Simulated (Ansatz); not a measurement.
GeO₂ (space group P3_221)

```cif
data_Ge3O6
_chemical_formula_sum 'Ge3 O6'
_space_group_name_H-M_alt 'P3221'
_space_group_IT_number 154
_space_group_name_Hall 'P 32 2"'
_cell_length_a 4.98915
_cell_length_b 4.98915
_cell_length_c 5.69214
_cell_angle_alpha 90.000
_cell_angle_beta 90.000
_cell_angle_gamma 120.000
loop_
_atom_site_label
_atom_site_type_symbol
_atom_site_symmetry_multiplicity
_atom_site_Wyckoff_symbol
_atom_site_fract_x
_atom_site_fract_y
_atom_site_fract_z
_atom_site_occupancy
Ge1 Ge 3 b 0.54890 0.54890 0.50000 1
O1 O 6 c 0.08930 0.69518 0.07903 1
```

E(V) scan at fixed shape, V₀ the volume above. The atoms relax within the cell's symmetry.

Calculation: PBEsol (plane waves to 420 eV, PAW, scalar-relativistic; Ansatz, a first-principles code). k mesh 8×8×6 (Γ-centred), Fermi-Dirac smearing 0.05 eV. Energies are smeared free energies. GeO2 was relaxed with its symmetry unable to fall. The zero of ΔE is the relaxed starting cell.

Give the computed ΔE (eV/atom) at V/V₀ = 0.900, 0.950, 0.975, 1.050, 1.075.


```csv
V/V₀,ΔE (eV/atom)
0.900,0.0197
0.950,0.0045
0.975,0.0011
1.050,0.0038
1.075,0.0082
```

(Under strain, the slope of the energy per volume gives the stress and its curvature an elastic modulus.)
